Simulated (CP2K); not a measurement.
The system is TaN.

```
Ta N
1.0
     5.19600    0.00000    0.00000
    -2.59800    4.49987    0.00000
     0.00000    0.00000    2.91100
Ta N
3 3
Cartesian
  0.0000 0.0000 0.0000
  2.5980 1.5000 1.4555
  0.0000 2.9999 1.4555
  -1.0206 1.7678 0.0000
  1.5774 2.7321 0.0000
  2.0412 0.0000 0.0000
```

Base run:

| Item | Value |
| --- | --- |
| Program | CP2K 2026.2 |
| Functional | vdW-DF2 |
| Potentials or basis | POTENTIAL_UZH Ta GTH-PBE-q13, N GTH-PBE-q5; DZVP-MOLOPT-PBE-GTH basis |
| Density cutoff | 9184 eV |
| k mesh | 6 × 6 × 9 |
| Occupations | fermi-dirac, width 0.05 eV |
| Spin | no spin polarisation |

Its results: band gap on the k mesh none (metal or under the smearing width); pressure 17.9 GPa; largest force 0.021 eV/Å.

Task: The run is repeated on the same cell with these changes: functional from vdW-DF2 to TPSS. What comes out?

Result: Band gap on the k mesh none (metal or under the smearing width); pressure 1.2 GPa; largest force 0.165 eV/Å.

Caveats: the potentials were made for another functional, which shifts forces and pressure; the basis of atomic orbitals isn't converged, which shifts pressures, moduli and gaps.
